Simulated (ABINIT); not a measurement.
A run of ABINIT 10.8.3 (patched build) is set up as follows.

Contents of run.abi:

```
ndtset 7
getwfk -1
scalecart1 3*0.9795861087
scalecart2 3*0.9864848297
scalecart3 3*0.9932883884
scalecart4 3*1.0000000000
scalecart5 3*1.0066227096
scalecart6 3*1.0131594038
scalecart7 3*1.0196128224

pp_dirpath "./"
pseudos "Ir.GGA_PBE-JTH.xml"

acell 2.7090675001 2.7090675001 2.7090675001 Angstrom
rprim
     0.0000000000     0.7071067812     0.7071067812
     0.7071067812     0.0000000000     0.7071067812
     0.7071067812     0.7071067812     0.0000000000
ntypat 1
znucl 77
natom 1
typat 1
xred
     0.0000000000     0.0000000000     0.0000000000

ecut 22.0
pawecutdg 44.0

kptopt 1
ngkpt 12 12 12
nshiftk 1
shiftk 0.0 0.0 0.0

ixc -116133

nband 12
occopt 3
tsmear 0.05 eV

nstep 100
tolvrs 1.0e-9

iomode 3
prtwf 1
prtden 0
prteig 0
prtebands 0
enunit 2
```

Potentials or basis: JTH PAW PBE v2.0.

Command:

```bash
$ abinit run.abi > log 2>&1
```

(1) What does it give for the bulk modulus?

(2) What does it give for the pressure derivative of the bulk modulus?

(3) Estimate the equilibrium volume.

## Answers

(1) 391 GPa.

(2) 5.0.

(3) 14.07 Å³/atom.

Caveat: pressures at fixed basis lie under the slope of the energies; the PAW data sets were made with another functional, which shifts forces and pressure a little; the atomic spheres overlap.
